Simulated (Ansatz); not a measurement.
**CaF$_{2}$ (Fm-3m), zone-centre modes**

Computed with DFT r2SCAN, scalar-relativistic, plane waves, PAW in Ansatz. The runs took a 500 eV cutoff, a Γ-centred 6×6×8 mesh and Gaussian smearing (0.05 eV). No spin polarisation.

The undisturbed cell (relaxed at this level):

```
CELL_PARAMETERS angstrom
0.00000 -2.71945 -2.71945
-2.71945 0.00000 -2.71945
2.71945 2.71945 -5.43890
ATOMIC_POSITIONS crystal
Ca 0.00000 0.00000 0.00000
Ca 0.50000 0.50000 0.50000
F 0.12500 0.12500 0.62500
F 0.62500 0.62500 0.12500
F 0.37500 0.37500 0.87500
F 0.87500 0.87500 0.37500
```

Harmonic modes by finite displacements of 0.02 Å, without the LO–TO term. The cell doubles the primitive one, so its zone centre also holds the primitive cell's point q = (0, 0, 1/2).

(1) At this geometry, is the structure stable against these modes?

(2) List the wavenumbers in cm⁻¹.

Results:

(1) Yes: no mode is imaginary beyond 10 cm⁻¹, and only the three translations lie near zero.

(2) 0, 0, 0, 145, 145, 260, 262, 262, 262, 282, 282, 287, 287, 328, 328, 328, 338, 352.

Cost: 1 run of about 2.7 core-minutes, on AMD EPYC 9R45 (Zen 5) (shared hosts).